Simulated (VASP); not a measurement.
## VASP inputs for BN (strained database structure)

INCAR

```
ENCUT = 520
PREC = Accurate
LWAVE = .FALSE.
NELM = 120
ISIF = 2
GGA = PE
EDIFF = 1E-7
NSW = 0
LASPH = .TRUE.
LREAL = .FALSE.
LCHARG = .TRUE.
LELF = .TRUE.
ISMEAR = -1
NBANDS = 11
SIGMA = 0.02
IBRION = -1
```

KPOINTS

```
KPOINTS created by Atomic Simulation Environment
0
Gamma
12 12 12
0 0 0
```

KPOINTS_OPT

```
special points
11
Reciprocal
0.0000000000 0.0000000000 0.0000000000 1
-0.3498629863 -0.3498629863 0.3498361305 1
0.3498630853 -0.6501369147 -0.3498746098 1
0.5000000991 -0.4999999009 -0.5000000989 1
0.5000000991 -0.4999999009 -0.0000000992 1
0.3004652424 -0.6995347576 0.1995194411 1
-0.3004651433 -0.3004651433 0.8004420791 1
0.0000000000 0.0000000000 0.4999999998 1
0.0000000495 -0.4999999505 0.4999807601 1
0.3403722137 -0.6596277863 0.1596155330 1
0.3854170000 0.3098960000 0.2968750000 1
```

POSCAR

```
B  N
 1.0000000000000000
     2.4802850478999998    0.0027782320000000   -0.2444864326000000
    -1.2305247456999999    2.1604234411999998    0.2445297637000000
    -0.9220197974000000   -0.9087842202999999    3.3134103185999999
 B   N
   1   1
Cartesian
  1.2437514069740208  2.1497658834914257 -0.0203065566043218
  0.3150463437933103 -0.1991131162119777  3.2088191602237481
```

VASP ran with the recommended PBE PAW datasets (8 valence electrons in the cell).

Q: What does this run give?

A: gap between bands v and c 4.13 eV; least direct gap 4.71 eV; pressure 5.9 GPa.

Band v is the last that the valence electrons fill when counted band by band, and c is the next. Levels in eV from the top of v:

| point | v−1 | v | c | c+1 |
| --- | --- | --- | --- | --- |
| Γ | -1.37 | -1.33 | 5.32 | 11.66 |
| C | -7.14 | -0.22 | 4.58 | 12.40 |
| C_2 | -7.14 | -0.22 | 4.58 | 12.40 |
| Y_2 | -4.24 | -1.31 | 4.14 | 9.86 |
| M_2 | -4.16 | -0.61 | 5.30 | 9.96 |
| D | -6.94 | -0.55 | 4.81 | 12.46 |
| D_2 | -6.94 | -0.55 | 4.81 | 12.46 |
| A | -1.39 | -1.35 | 10.47 | 11.56 |
